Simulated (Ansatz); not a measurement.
Compressing NbC: a fit and a missing row

NbC, Fm-3m, a = 4.485 Å. Ansatz: PBE, PAW, 420 eV, Γ-centred 16×16×16 mesh on 2 atoms, Gaussian smearing 0.10 eV; no spin polarisation. Symmetry fixes shape and atoms, so the cell is only scaled; pressure is positive in compression.

```tsv
V (Å³/atom)	P (GPa)
9.924	?
10.263	34.52
10.601	21.16
10.939	9.75
11.278	-0.01
11.616	-8.35
11.954	-15.48
12.406	-23.38
```

Question: Take V0 = 11.278 Å³/atom, count pressures from its P0 = -0.01 GPa, fit the third-order Birch–Murnaghan form to the other rows, and predict the missing pressure.

Answer: With the Eulerian strain f = ½[(V0/V)^(2/3) − 1] and y = (P − P0)/[3f(1 + 2f)^(5/2)], the form is the line y = B0 + 1.5 B0 (B0′ − 4) f. Rows (f, y): 0.03245, 303.1; 0.02107, 302.1; 0.01028, 300.8; -0.00975, 299.5; -0.01903, 298.6; -0.03079, 296.6. Means f = 0.0007050, y = 300.12; Σ(Δf)² = 0.003005, ΣΔfΔy = 0.2888; the slope is their ratio. y = 300.0 + 96.10 f GPa, so B0 = 300.0 GPa and B0′ = 4 + 2 × (96.10)/(3 × 300.0) = 4.21. At V = 9.924, f = 0.04450, y = 304.28 and P = 50.26 GPa. The run gave 50.16 GPa, so the fit is 0.10 GPa too high, a small miss on the scale of the series.